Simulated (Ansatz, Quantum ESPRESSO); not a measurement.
# 2H-WS2, 1 layer: response to a perpendicular field, part 3 of 5

Aim: how 2H-WS2, 1 layer screens a field along its normal, and what the field does to its bands.

Quantum ESPRESSO 7.5; plane-wave DFT, PBE, PseudoDojo norm-conserving pseudopotentials; geometry and cross-check by Ansatz 0.2.0 with PAW datasets.

So far. Step 3 (SCF with pw.x: no field): The run needed 12 iterations to bring the estimated error under 1e-09 Ry. Step 4 (Potential by pp.x): The vacuum is flat to 0.1 meV/Å, so its level is well defined. Inside the slab the curve depends on the local part of the pseudopotentials; only the vacuum level has a meaning of its own.

## (5) Band structure: no field

A bands run reads the converged density and follows the path given under K_POINTS.

f0.bands.in reads:

```
&control
  prefix = 'f0.bands'
  outdir = './out'
  pseudo_dir = './pseudo'
  calculation = 'bands'
  tefield = .true.
  dipfield = .true.
/
&system
  ibrav = 0
  nat = 3
  ntyp = 2
  ecutwfc = 62
  ecutrho = 248
  occupations = 'smearing'
  smearing = 'fd'
  degauss = 0.004
  edir = 3
  emaxpos = 0.97
  eopreg = 0.04
  eamp = 0.0
  nbnd = 19
/
&electrons
  conv_thr = 1e-07
  mixing_beta = 0.4
  electron_maxstep = 120
  mixing_mode = 'local-TF'
/
ATOMIC_SPECIES
  S   32.0600  S.dojo-sr-pbe-0.4.1-standard.upf
  W   183.8400  W.dojo-sr-pbe-0.4.1-standard.upf
CELL_PARAMETERS angstrom
  3.18709463626029 0.00000000000000 0.00000000000000
  -1.59354731813014 2.76010491926653 0.00000000000000
  0.00000000000000 0.00000000000000 20.47562023240000
ATOMIC_POSITIONS crystal
  S   0.333333333333 0.666666666667 0.423242350828
  W   -0.000000000000 -0.000000000000 0.499999994263
  S   0.333333333333 0.666666666667 0.576757654909
K_POINTS crystal_b
4
  0.0000000000 0.0000000000 0.0000000000 14
  0.5000000000 0.0000000000 0.0000000000 14
  0.3333333333 0.3333333333 0.0000000000 14
  0.0000000000 0.0000000000 0.0000000000 1
```

Run with:

```
$ cp -r out/f0.save out/f0.bands.save
$ cp out/f0.xml out/f0.bands.xml
$ OMP_NUM_THREADS=1 mpirun -n 4 pw.x -nk 4 -in f0.bands.in > f0.bands.out
```

The log of the run:

```text
[banner, memory and clock lines left out]
Program PWSCF v.7.5 starts

          URL

     Presently no symmetry can be used with electric field

     Atomic positions and unit cell read from directory:
     ./out/f0.bands.save/

     G-vector sticks info

     bravais-lattice index     =            0
     lattice parameter (alat)  =       6.0227  a.u.
     unit-cell volume          =    1215.4979 (a.u.)^3
     number of atoms/cell      =            3
     number of atomic types    =            2
     number of electrons       =        26.00
     number of Kohn-Sham states=           19
     kinetic-energy cutoff     =      62.0000  Ry
     charge density cutoff     =     248.0000  Ry
     Exchange-correlation= PBE
                           (   1   4   3   4   0   0   0)

     celldm(1)=   6.022736  celldm(2)=   0.000000  celldm(3)=   0.000000
     celldm(4)=   0.000000  celldm(5)=   0.000000  celldm(6)=   0.000000

     crystal axes: (cart. coord. in units of alat)
               a(1) = (   1.000000   0.000000   0.000000 )
               a(2) = (  -0.500000   0.866025   0.000000 )
               a(3) = (   0.000000   0.000000   6.424541 )

     reciprocal axes: (cart. coord. in units 2 pi/alat)
               b(1) = (  1.000000  0.577350 -0.000000 )
               b(2) = (  0.000000  1.154701  0.000000 )
               b(3) = (  0.000000 -0.000000  0.155653 )

     PseudoPot. # 1 for S  read from file:
     ./pseudo/S.dojo-sr-pbe-0.4.1-standard.upf
     Pseudo is Norm-conserving + core correction, Zval =  6.0
     Generated using ONCVPSP code by D. R. Hamann
     Using radial grid of 1146 points,  6 beta functions with:
                l(1) =   0
                l(2) =   0
                l(3) =   1
                l(4) =   1
                l(5) =   2
                l(6) =   2

     PseudoPot. # 2 for W  read from file:
     ./pseudo/W.dojo-sr-pbe-0.4.1-standard.upf
     Pseudo is Norm-conserving + core correction, Zval = 14.0
     Generated using ONCVPSP code by D. R. Hamann
     Using radial grid of 1396 points,  8 beta functions with:
                l(1) =   0
                l(2) =   0
                l(3) =   1
                l(4) =   1
                l(5) =   2
                l(6) =   2
                l(7) =   3
                l(8) =   3

     atomic species   valence    mass     pseudopotential
     S                 6.00    32.06000     S ( 1.00)
     W                14.00   183.84000     W ( 1.00)

     No symmetry found

   Cartesian axes

     site n.     atom                  positions (alat units)
         1        S      tau(   1) = (  -0.0000000   0.5773503   2.7191378  )
         2        W      tau(   2) = (   0.0000000   0.0000000   3.2122705  )
         3        S      tau(   3) = (  -0.0000000   0.5773503   3.7054032  )

     number of k points=    43  Fermi-Dirac smearing, width (Ry)=  0.0040
                       cart. coord. in units 2pi/alat
        k(    1) = (   0.0000000   0.0000000   0.0000000), wk =   0.0465116
        k(    2) = (   0.0357143   0.0206197   0.0000000), wk =   0.0465116
        k(    3) = (   0.0714286   0.0412393   0.0000000), wk =   0.0465116
        k(    4) = (   0.1071429   0.0618590   0.0000000), wk =   0.0465116
        k(    5) = (   0.1428571   0.0824786   0.0000000), wk =   0.0465116
        k(    6) = (   0.1785714   0.1030983   0.0000000), wk =   0.0465116
        k(    7) = (   0.2142857   0.1237179   0.0000000), wk =   0.0465116
        k(    8) = (   0.2500000   0.1443376   0.0000000), wk =   0.0465116
        k(    9) = (   0.2857143   0.1649572   0.0000000), wk =   0.0465116
        k(   10) = (   0.3214286   0.1855769   0.0000000), wk =   0.0465116
        k(   11) = (   0.3571429   0.2061965   0.0000000), wk =   0.0465116
        k(   12) = (   0.3928571   0.2268162   0.0000000), wk =   0.0465116
        k(   13) = (   0.4285714   0.2474358   0.0000000), wk =   0.0465116
        k(   14) = (   0.4642857   0.2680555   0.0000000), wk =   0.0465116
        k(   15) = (   0.5000000   0.2886751   0.0000000), wk =   0.0465116
        k(   16) = (   0.4880952   0.3092948   0.0000000), wk =   0.0465116
        k(   17) = (   0.4761905   0.3299144   0.0000000), wk =   0.0465116
        k(   18) = (   0.4642857   0.3505341   0.0000000), wk =   0.0465116
        k(   19) = (   0.4523810   0.3711537   0.0000000), wk =   0.0465116
        k(   20) = (   0.4404762   0.3917734   0.0000000), wk =   0.0465116
        k(   21) = (   0.4285714   0.4123930   0.0000000), wk =   0.0465116
        k(   22) = (   0.4166667   0.4330127   0.0000000), wk =   0.0465116
        k(   23) = (   0.4047619   0.4536324   0.0000000), wk =   0.0465116
        k(   24) = (   0.3928571   0.4742520   0.0000000), wk =   0.0465116
        k(   25) = (   0.3809524   0.4948717   0.0000000), wk =   0.0465116
        k(   26) = (   0.3690476   0.5154913   0.0000000), wk =   0.0465116
        k(   27) = (   0.3571429   0.5361110   0.0000000), wk =   0.0465116
        k(   28) = (   0.3452381   0.5567306   0.0000000), wk =   0.0465116
        k(   29) = (   0.3333333   0.5773503   0.0000000), wk =   0.0465116
        k(   30) = (   0.3095238   0.5361110   0.0000000), wk =   0.0465116
        k(   31) = (   0.2857143   0.4948717   0.0000000), wk =   0.0465116
        k(   32) = (   0.2619048   0.4536324   0.0000000), wk =   0.0465116
        k(   33) = (   0.2380952   0.4123930   0.0000000), wk =   0.0465116
        k(   34) = (   0.2142857   0.3711537   0.0000000), wk =   0.0465116
        k(   35) = (   0.1904762   0.3299144   0.0000000), wk =   0.0465116
        k(   36) = (   0.1666667   0.2886751   0.0000000), wk =   0.0465116
        k(   37) = (   0.1428571   0.2474358   0.0000000), wk =   0.0465116
        k(   38) = (   0.1190476   0.2061965   0.0000000), wk =   0.0465116
        k(   39) = (   0.0952381   0.1649572   0.0000000), wk =   0.0465116
        k(   40) = (   0.0714286   0.1237179   0.0000000), wk =   0.0465116
        k(   41) = (   0.0476190   0.0824786   0.0000000), wk =   0.0465116
        k(   42) = (   0.0238095   0.0412393   0.0000000), wk =   0.0465116
        k(   43) = (   0.0000000   0.0000000   0.0000000), wk =   0.0465116

     Dense  grid:    79909 G-vectors     FFT dimensions: (  32,  32, 200)

     The potential is recalculated from file :
     ./out/f0.bands.save/charge-density

     Adding external electric field

     Computed dipole along edir(3) :
        Dipole               -0.0000 Ry au,         -0.0000 Debye
        Dipole field         -0.0000 Ry au,

        Potential amp.        0.0000 Ry
        Total length         37.1456 bohr

     Starting wfcs are   18 randomized atomic wfcs +    1 random wfcs

[...]
k = 0.3571 0.2062 0.0000 ( 10037 PWs)   bands (ev):

   -74.7878 -39.1439 -38.9818 -38.9417 -13.8675 -13.2732  -6.6400  -5.3743
    -5.1778  -3.8853  -2.7146  -2.2637  -1.9412   1.8476   1.9504   2.9879
     3.7647   5.6698   6.5766

          k = 0.3929 0.2268 0.0000 ( 10031 PWs)   bands (ev):

   -74.7865 -39.1691 -38.9770 -38.9478 -13.6690 -13.2062  -6.8608  -5.5760
    -5.1360  -3.9927  -2.7828  -2.1543  -1.8888   1.9259   2.1308   3.1256
     3.8479   5.2464   6.7127

          k = 0.4286 0.2474 0.0000 (  9999 PWs)   bands (ev):

   -74.7856 -39.1879 -38.9735 -38.9523 -13.5110 -13.1540  -7.0385  -5.7281
    -5.1269  -4.0707  -2.8300  -2.0773  -1.7896   2.0076   2.3144   3.2171
     3.9041   4.8093   6.7865

          k = 0.4643 0.2681 0.0000 (  9996 PWs)   bands (ev):

   -74.7850 -39.1996 -38.9712 -38.9551 -13.4085 -13.1209  -7.1536  -5.8228
    -5.1325  -4.1181  -2.8575  -2.0320  -1.6983   2.0695   2.4704   3.2669
     3.9364   4.4691   6.8409

          k = 0.5000 0.2887 0.0000 (  9966 PWs)   bands (ev):

   -74.7848 -39.2036 -38.9704 -38.9561 -13.3730 -13.1095  -7.1934  -5.8550
    -5.1364  -4.1339  -2.8665  -2.0171  -1.6617   2.0926   2.5370   3.2823
     3.9468   4.3354   6.8628

          k = 0.4881 0.3093 0.0000 (  9986 PWs)   bands (ev):

   -74.7847 -39.2030 -38.9704 -38.9572 -13.3697 -13.1077  -7.1847  -5.8613
    -5.1335  -4.1373  -2.8648  -2.0942  -1.6131   2.0898   2.5406   3.2999
     3.9147   4.3512   6.9101

          k = 0.4762 0.3299 0.0000 (  9990 PWs)   bands (ev):

   -74.7847 -39.2013 -38.9701 -38.9606 -13.3600 -13.1024  -7.1588  -5.8801
    -5.1247  -4.1465  -2.8603  -2.2656  -1.5246   2.0796   2.5524   3.3517
     3.8255   4.3976   7.0451

          k = 0.4643 0.3505 0.0000 (  9994 PWs)   bands (ev):

   -74.7846 -39.1986 -38.9697 -38.9663 -13.3441 -13.0937  -7.1159  -5.9112
    -5.1105  -4.1583  -2.8552  -2.4812  -1.4397   2.0574   2.5749   3.4340
     3.6968   4.4714   7.2515

          k = 0.4524 0.3712 0.0000 (  9980 PWs)   bands (ev):

   -74.7844 -39.1947 -38.9739 -38.9692 -13.3227 -13.0820  -7.0566  -5.9539
    -5.0919  -4.1691  -2.8524  -2.7242  -1.3655   2.0179   2.6107   3.5053
     3.5845   4.5682   7.4201

          k = 0.4405 0.3918 0.0000 ( 10000 PWs)   bands (ev):

   -74.7842 -39.1898 -38.9834 -38.9685 -13.2965 -13.0678  -6.9818  -6.0072
    -5.0699  -4.1750  -2.9856  -2.8546  -1.2996   1.9575   2.6610   3.3691
     3.6951   4.6833   7.5862

          k = 0.4286 0.4124 0.0000 (  9988 PWs)   bands (ev):

   -74.7840 -39.1839 -38.9945 -38.9678 -13.2664 -13.0516  -6.8926  -6.0687
    -5.0462  -4.1733  -3.2575  -2.8642  -1.2376   1.8757   2.7248   3.2121
     3.8469   4.8122   7.7334

          k = 0.4167 0.4330 0.0000 (  9988 PWs)   bands (ev):

   -74.7838 -39.1772 -39.0069 -38.9670 -13.2336 -13.0341  -6.7903  -6.1358
    -5.0228  -4.1625  -3.5324  -2.8825  -1.1752   1.7744   2.7994   3.0649
     4.0099   4.9513   7.7528

          k = 0.4048 0.4536 0.0000 (  9968 PWs)   bands (ev):

   -74.7836 -39.1695 -39.0203 -38.9662 -13.1995 -13.0161  -6.6770  -6.2050
    -5.0028  -4.1423  -3.8021  -2.9099  -1.1090   1.6574   2.8817   2.9342
     4.1747   5.0974   7.5778

          k = 0.3929 0.4743 0.0000 (  9998 PWs)   bands (ev):

   -74.7834 -39.1612 -39.0343 -38.9654 -13.1656 -12.9984  -6.5552  -6.2726
    -4.9907  -4.1140  -4.0566  -2.9456  -1.0372   1.5301   2.8235   2.9679
     4.3322   5.2481   7.3193

          k = 0.3810 0.4949 0.0000 (  9994 PWs)   bands (ev):

   -74.7832 -39.1522 -39.0484 -38.9646 -13.1335 -12.9820  -6.4285  -6.3349
    -4.9948  -4.2817  -4.0798  -2.9872  -0.9607   1.3997   2.7346   3.0536
     4.4735   5.4006   7.0454

          k = 0.3690 0.5155 0.0000 (  9986 PWs)   bands (ev):

   -74.7830 -39.1429 -39.0623 -38.9640 -13.1052 -12.9677  -6.3882  -6.3031
    -5.0277  -4.4568  -4.0434  -3.0309  -0.8833   1.2755   2.6682   3.1337
     4.5905   5.5514   6.7818

          k = 0.3571 0.5361 0.0000 (  9986 PWs)   bands (ev):

   -74.7828 -39.1336 -39.0751 -38.9634 -13.0825 -12.9566  -6.4294  -6.1892
    -5.0953  -4.5639  -4.0097  -3.0712  -0.8130   1.1695   2.6233   3.2015
     4.6766   5.6938   6.5466

          k = 0.3452 0.5567 0.0000 (  9992 PWs)   bands (ev):

   -74.7828 -39.1256 -39.0854 -38.9631 -13.0675 -12.9494  -6.4557  -6.1046
    -5.1703  -4.6108  -3.9849  -3.1008  -0.7616   1.0960   2.5984   3.2489
     4.7283   5.8108   6.3668

          k = 0.3333 0.5774 0.0000 (  9996 PWs)   bands (ev):

   -74.7827 -39.1219 -39.0899 -38.9630 -13.0620 -12.9468  -6.4649  -6.0727
    -5.2036  -4.6221  -3.9754  -3.1121  -0.7421   1.0692   2.5909   3.2667
     4.7450   5.8596   6.2949

          k = 0.3095 0.5361 0.0000 (  9990 PWs)   bands (ev):

   -74.7829 -39.1316 -39.0765 -38.9635 -13.0871 -12.9579  -6.4254  -6.1708
    -5.0850  -4.5912  -4.0150  -3.0624  -0.8231   1.1751   2.6134   3.1838
     4.6878   5.7858   6.4750

          k = 0.2857 0.4949 0.0000 (  9976 PWs)   bands (ev):

   -74.7834 -39.1425 -39.0538 -38.9653 -13.1688 -12.9924  -6.3222  -6.3028
    -4.9020  -4.4723  -4.1113  -2.9290  -1.0189   1.4189   2.6560   2.9475
     4.5523   5.8081   6.7748

          k = 0.2619 0.4536 0.0000 (  9978 PWs)   bands (ev):

   -74.7842 -39.1457 -39.0297 -38.9684 -13.3112 -13.0495  -6.4076  -6.0967
    -4.8498  -4.2176  -4.2063  -2.7520  -1.2373   1.6350   2.6517   2.6768
     4.3950   5.9671   7.0958

          k = 0.2381 0.4124 0.0000 (  9988 PWs)   bands (ev):

   -74.7854 -39.1396 -39.0059 -38.9729 -13.5093 -13.1261  -6.3980  -5.8137
    -4.9140  -4.2978  -3.8665  -2.5633  -1.4177   1.6577   2.4347   2.6395
     4.2536   6.2198   7.2221

          k = 0.2143 0.3712 0.0000 ( 10015 PWs)   bands (ev):

   -74.7870 -39.1241 -38.9832 -38.9787 -13.7508 -13.2170  -6.2990  -5.4661
    -5.0543  -4.3290  -3.5221  -2.3846  -1.5397   1.4970   2.3120   2.5351
     4.1260   6.5155   6.9335

          k = 0.1905 0.3299 0.0000 ( 10025 PWs)   bands (ev):

   -74.7888 -39.0999 -38.9855 -38.9621 -14.0193 -13.3165  -6.1414  -5.2324
    -5.0748  -4.2932  -3.2172  -2.2307  -1.6040   1.3369   2.1825   2.3861
     3.9769   6.4280   6.5967

          k = 0.1667 0.2887 0.0000 ( 10049 PWs)   bands (ev):

   -74.7909 -39.0688 -38.9931 -38.9430 -14.2975 -13.4189  -6.0210  -5.3440
    -4.6784  -4.1641  -3.0104  -2.1114  -1.5958   1.2777   2.0386   2.2267
     3.7737   6.0369   6.1806

          k = 0.1429 0.2474 0.0000 ( 10075 PWs)   bands (ev):

   -74.7930 -39.0330 -39.0009 -38.9262 -14.5697 -13.5189  -6.1052  -5.2131
    -4.3430  -3.8968  -2.9587  -2.0324  -1.4822   1.3266   1.9256   2.0862
     3.5101   5.6618   5.8004

          k = 0.1190 0.2062 0.0000 ( 10071 PWs)   bands (ev):

   -74.7951 -39.0087 -38.9952 -38.9119 -14.8222 -13.6118  -6.3245  -4.9044
    -4.0732  -3.5177  -3.0441  -1.9955  -1.2873   1.4447   1.8901   1.9865
     3.2035   5.3246   5.4646

          k = 0.0952 0.1650 0.0000 ( 10057 PWs)   bands (ev):

   -74.7970 -39.0158 -38.9587 -38.9001 -15.0439 -13.6935  -6.5599  -4.5406
    -3.8063  -3.1927  -3.1287  -2.0012  -1.0861   1.5981   1.9424   1.9481
     2.8836   5.0283   5.1806

          k = 0.0714 0.1237 0.0000 ( 10057 PWs)   bands (ev):

   -74.7987 -39.0219 -38.9263 -38.8909 -15.2258 -13.7606  -6.7672  -4.1800
    -3.5230  -3.3459  -2.7947  -2.0509  -0.9330   1.7881   1.9588   2.0605
     2.5849   4.7668   4.9541

          k = 0.0476 0.0825 0.0000 ( 10053 PWs)   bands (ev):

   -74.7999 -39.0265 -38.9009 -38.8844 -15.3607 -13.8104  -6.9265  -3.8691
    -3.4709  -3.2345  -2.5493  -2.1455  -0.8407   2.0055   2.0224   2.1711
     2.3414   4.5238   4.7892

          k = 0.0238 0.0412 0.0000 ( 10041 PWs)   bands (ev):

   -74.8007 -39.0295 -38.8847 -38.8805 -15.4437 -13.8411  -7.0262  -3.6553
    -3.5511  -2.9754  -2.4042  -2.2740  -0.7965   2.0951   2.1825   2.1948
     2.2467   4.3083   4.6886

          k = 0.0000 0.0000 0.0000 ( 10039 PWs)   bands (ev):

   -74.8010 -39.0305 -38.8792 -38.8792 -15.4717 -13.8514  -7.0601  -3.5786
    -3.5786  -2.8463  -2.3568  -2.3568  -0.7839   2.1274   2.1274   2.2731
     2.2731   4.2137   4.6547

     XML data file, pseudopotentials, collected wavefunctions

                                        0.00s GPU  (     634 calls)
```

The job ended after 22 s (4 MPI ranks of Arm Neoverse V2, shared host; peak memory 0.34 GiB; 87 s of CPU time).

Band numbers count within the set of bands kept for display. Electronic bands along the path, in eV, zero at the highest filled level of the SCF mesh; v1 is the highest filled band, c1 the lowest empty one:

| point | v4 | v3 | v2 | v1 | c1 | c2 | c3 | c4 |
| --- | --- | --- | --- | --- | --- | --- | --- | --- |
| Γ | -2.10 | -1.61 | -1.61 | -0.04 | 2.87 | 2.87 | 3.02 | 3.02 |
| halfway | -2.67 | -2.01 | -1.65 | -0.85 | 2.31 | 2.53 | 3.14 | 4.07 |
| M | -3.39 | -2.12 | -1.27 | -0.92 | 2.83 | 3.28 | 4.02 | 4.69 |
| halfway | -3.42 | -2.79 | -2.14 | -0.43 | 2.52 | 3.54 | 3.81 | 4.75 |
| K | -3.88 | -3.23 | -2.37 | 0.00 | 1.81 | 3.33 | 4.01 | 5.49 |
| halfway | -3.42 | -2.27 | -1.37 | -0.85 | 2.02 | 2.78 | 2.97 | 4.52 |
| Γ | -2.10 | -1.61 | -1.61 | -0.04 | 2.87 | 2.87 | 3.02 | 3.02 |

Along this path the valence top lies at K and the conduction bottom at K. The valence levels at K and Γ lie only 0.04 eV apart, so strain, functional or spin-orbit coupling can change their order; in real monolayers of this family spin-orbit coupling lifts K.

## (6) Self-consistent run: field 0.1 V/Å

eamp is the field in Hartree atomic units (1 a.u. = 51.42 V/Å). With dipfield on, it is the field in the vacuum beside an isolated sheet. The run starts from the density of the one before.

f1.in reads:

```
&control
  prefix = 'f1'
  outdir = './out'
  pseudo_dir = './pseudo'
  calculation = 'scf'
  tprnfor = .true.
  tefield = .true.
  dipfield = .true.
/
&system
  ibrav = 0
  nat = 3
  ntyp = 2
  ecutwfc = 62
  ecutrho = 248
  occupations = 'smearing'
  smearing = 'fd'
  degauss = 0.004
  edir = 3
  emaxpos = 0.97
  eopreg = 0.04
  eamp = 0.00194469
/
&electrons
  conv_thr = 1e-09
  mixing_beta = 0.4
  electron_maxstep = 120
  mixing_mode = 'plain'
  startingpot = 'file'
/
ATOMIC_SPECIES
  S   32.0600  S.dojo-sr-pbe-0.4.1-standard.upf
  W   183.8400  W.dojo-sr-pbe-0.4.1-standard.upf
CELL_PARAMETERS angstrom
  3.18709463626029 0.00000000000000 0.00000000000000
  -1.59354731813014 2.76010491926653 0.00000000000000
  0.00000000000000 0.00000000000000 20.47562023240000
ATOMIC_POSITIONS crystal
  S   0.333333333333 0.666666666667 0.423242350828
  W   -0.000000000000 -0.000000000000 0.499999994263
  S   0.333333333333 0.666666666667 0.576757654909
K_POINTS automatic
  12 12 1 0 0 0
```

Run with:

```
$ cp -r out/f0.save out/f1.save
$ OMP_NUM_THREADS=1 mpirun -n 4 pw.x -nk 4 -in f1.in > f1.out
```

The log of the run:

```text
[banner, memory and clock lines left out]
Program PWSCF v.7.5 starts
[...]
number of electrons       =        26.00
     number of Kohn-Sham states=           17
     kinetic-energy cutoff     =      62.0000  Ry
     charge density cutoff     =     248.0000  Ry
[...]
number of k points=    74  Fermi-Dirac smearing, width (Ry)=  0.0040
[...]
Dense  grid:    79909 G-vectors     FFT dimensions: (  32,  32, 200)
     The initial density is read from file :
[...]
Starting wfcs are   18 randomized atomic wfcs
[...]
estimated scf accuracy    <       0.00711387 Ry
[...]
estimated scf accuracy    <       0.06747679 Ry
[...]
estimated scf accuracy    <       0.00007270 Ry
[...]
estimated scf accuracy    <       0.00002540 Ry
[...]
estimated scf accuracy    <       0.00000282 Ry
[...]
estimated scf accuracy    <       0.00000005 Ry
[...]
estimated scf accuracy    <       0.00000010 Ry
[...]
estimated scf accuracy    <          6.3E-09 Ry
[...]
estimated scf accuracy    <          1.3E-09 Ry
[...]
Computed dipole along edir(3) :
        Dipole                0.0467 Ry au,          0.1188 Debye
        Dipole field          0.0005 Ry au,
        E field amplitude [Ha a.u.]:  1.9447E-03
        Potential amp.        0.1086 Ry
        Total length         37.1456 bohr
[...]
the Fermi energy is     0.1931 ev
!    total energy              =    -196.03481935 Ry
     estimated scf accuracy    <          2.5E-10 Ry
     smearing contrib. (-TS)   =      -0.00000000 Ry
     internal energy E=F+TS    =    -196.03481935 Ry
[...]
one-electron contribution =   -1146.00430730 Ry
     hartree contribution      =     572.36948562 Ry
     xc contribution           =     -45.87608250 Ry
     ewald contribution        =     423.47624398 Ry
     electric field correction =      -0.00015915 Ry
     convergence has been achieved in  10 iterations
[...]
Total force =     0.000229     Total SCF correction =     0.000101
[...]
```

Wall time 46 s (4 MPI ranks); peak memory 0.58 GiB; 3.1 min of CPU time.

This step gave:

```
free energy                          : -2667.1896 eV
Fermi energy                         : 0.1931 eV
dipole along the normal              : 0.02473 e·Å
valence top, on the run's zero       : -0.7271 eV
conduction bottom, on the run's zero : 1.084 eV
```

The dipole goes from -0.0000 to 0.0247 e Å, 0.2473 e Å per V/Å.

## (7) Electrostatic potential

f1.pot.in reads:

```
&inputpp
  prefix = 'f1'
  outdir = './out'
  filplot = 'f1.pot.dat'
  plot_num = 11
/
```

Run with:

```
$ OMP_NUM_THREADS=1 mpirun -n 4 pp.x -in f1.pot.in > f1.pot.out
```

Run time: 0.74 s. Hardware: 4 MPI ranks; peak memory 0.1 GiB.

Numbers from this step:

* slope of the potential above: 0.1000 eV/Å
* upper vacuum line continued to the top atoms, over the valence top: 5.613 eV
* slope of the potential below: 0.09998 eV/Å
* lower vacuum line continued to the bottom atoms, over the valence top: 5.808 eV

The slope in the vacuum is 0.100 eV/Å for an applied 0.10 V/Å, as it should be.

[end of part 3 of 5]

[Logs are printed without paths, hosts, clocks, repeated set-up lines and the standing remarks that a program may print on its own settings, such as how far it seeks lower states.]

[Hosts, paths, dates, database ids (printed as entryN), source tags and the programs' standing remarks are cut or masked in the printed files.]

[Maps of the electrostatic potential energy from Ansatz leave out the sawtooth potential of an applied field or a dipole correction, so their vacuum need not be flat; planar profiles and work functions include it.]
